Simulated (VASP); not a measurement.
Te2Mo: single point with PBE

Slab: Te2Mo, a slab with vacuum.

```
CELL_PARAMETERS angstrom
6.36161 0.00000 0.00000
0.00000 3.48040 0.00000
-0.08574 0.00000 36.17589
ATOMIC_POSITIONS crystal
Te 0.42925 0.75000 0.54070
Te 0.57075 0.25000 0.45930
Te 0.92085 0.25000 0.55653
Te 0.07915 0.75000 0.44347
Mo 0.18135 0.25000 0.49747
Mo 0.81865 0.75000 0.50253
```

```json
{
  "Program": "VASP 6.6.1",
  "Task": "single point",
  "Functional": "PBE",
  "Potentials or basis": "VASP PAW PBE potentials, release 64 (Te, Mo_sv)",
  "Cutoff": "520 eV",
  "k mesh": "4 × 8 × 1",
  "Occupations": "gaussian, width 0.011 eV",
  "Spin": "no spin polarisation",
  "Further INCAR settings": "ALGO = Fast; EDIFF = 1e-06"
}
```

```json
{"Largest force": "0.260 eV/Å", "Band gap on the k mesh": "none (metal or under the smearing width)"}
```

Forces in eV/Å, atoms in the order of the input:
```
Te   0.046  0.000  0.077
Te  -0.046  0.000 -0.077
Te  -0.016  0.000  0.260
Te   0.016  0.000 -0.260
Mo   0.068  0.000  0.020
Mo  -0.068  0.000 -0.020
```

Levels at points of the mesh, in eV from the Fermi level:
```
           k point  band 23  band 24  band 25  band 26  band 27  band 28  band 29  band 30
(0.00, 0.00, 0.00)    -0.94    -0.59    -0.30     0.17     0.65     1.07     1.72     2.12
(0.50, 0.00, 0.00)    -1.24    -0.80    -0.78    -0.66     0.11     1.08     1.47     1.82
(0.00, 0.50, 0.00)    -1.59    -1.59    -1.39    -1.39     1.18     1.18     1.45     1.45
(0.50, 0.50, 0.00)    -1.71    -1.71    -0.84    -0.84     1.10     1.10     1.90     1.91
```

Wall time 15 min on 1 thread of AMD EPYC 7R43 64-Core Processor (Zen 3) (shared host), peak memory 0.88 GiB.

Spin-orbit coupling is left out, which matters for the levels of Te.
